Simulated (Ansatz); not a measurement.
# Mo: the cost of one run

Computed with Ansatz 0.2.0 (DFT PBE, scalar-relativistic, plane waves, PAW, unless a step's input says otherwise).

The COD entry's cell or inner coordinates are ideal or old and differ from later refinements, so a difference from it is no clean test against experiment.

## Step 1: The system as given

The structure is cubic, space group Im-3m (No. 229). Conventional cell: a = 3.142 Å, b = 3.142 Å, c = 3.142 Å, α = 90.00°, β = 90.00°, γ = 90.00°. Mo (site symmetry m-3m) is surrounded by 8 Mo at 2.72 Å.

As a file:

```cif
data_structure
_symmetry_space_group_name_H-M 'Im-3m'
_symmetry_Int_Tables_number 229
_cell_length_a 3.1420
_cell_length_b 3.1420
_cell_length_c 3.1420
_cell_angle_alpha 90.000
_cell_angle_beta 90.000
_cell_angle_gamma 90.000
_cell_volume 31.02
loop_
_atom_site_label
_atom_site_type_symbol
_atom_site_symmetry_multiplicity
_atom_site_Wyckoff_symbol
_atom_site_fract_x
_atom_site_fract_y
_atom_site_fract_z
_atom_site_occupancy
Mo1 Mo 2 a 0.00000 0.00000 0.00000 1
```

No relaxation comes first: the listed cell is the starting point.

## Step 2: The reference cell

The cell is repeated 8 times, 8 atoms in all. The reference gives a free energy of -39648.1681 eV, pressure 4.85 GPa, largest force 0.000 eV/Å and gap on the mesh none (metal). It was computed beforehand with the settings of the runs below.

## Step 3: The scan: rattled cells

All atoms are moved at random with no net shift, in some cells together with a random strain.

## Step 4: At rms move = 0.166 Å

Input file input.yaml:

```yaml
crystal:
  lattice:
    - [-3.2655102558, -3.1911732622, 3.1408892503]
    - [-3.0679578305, 3.0656728074, -3.0688372798]
    - [3.140009801, -3.1266189509, -3.2018353938]
  atoms:
    - { symbol: Mo, position: [0.4841304139, 0.5009867528, 0.5133025129] }
    - { symbol: Mo, position: [-0.0024107751, 0.5130190457, 0.5175194137] }
    - { symbol: Mo, position: [0.4901459258, -0.012635805, 0.4632864297] }
    - { symbol: Mo, position: [0.0157894912, -0.0254052243, 0.5128700216] }
    - { symbol: Mo, position: [0.5220973256, 0.4885562248, -0.0201847396] }
    - { symbol: Mo, position: [-0.0362329661, 0.5158967497, -0.0036083763] }
    - { symbol: Mo, position: [0.5057517157, 0.0159625236, 0.0205929372] }
    - { symbol: Mo, position: [0.0207288691, 0.0036197327, -0.0037781992] }
basis:
  ecutwfc: 420
kpoints:
  mp_grid: { grid: [12, 12, 12] }
hamiltonian:
  xc: pbe
scf:
  occupations: { method: gaussian, width: 0.15 }
output:
  forces: true
  stress: true
  eigenvalues: true
```

Launch:

```console
$ ansatz run input.yaml --threads 2 --pin off --max-ram 5120MiB --backend cpu --events-out ev --progress --plain --runs-dir out
```

What time and memory should one allow on 2 threads of Oxide Virtual Turin-like (Zen 5), shared host?

About 2.9 min, with a peak of 4.3 GiB.
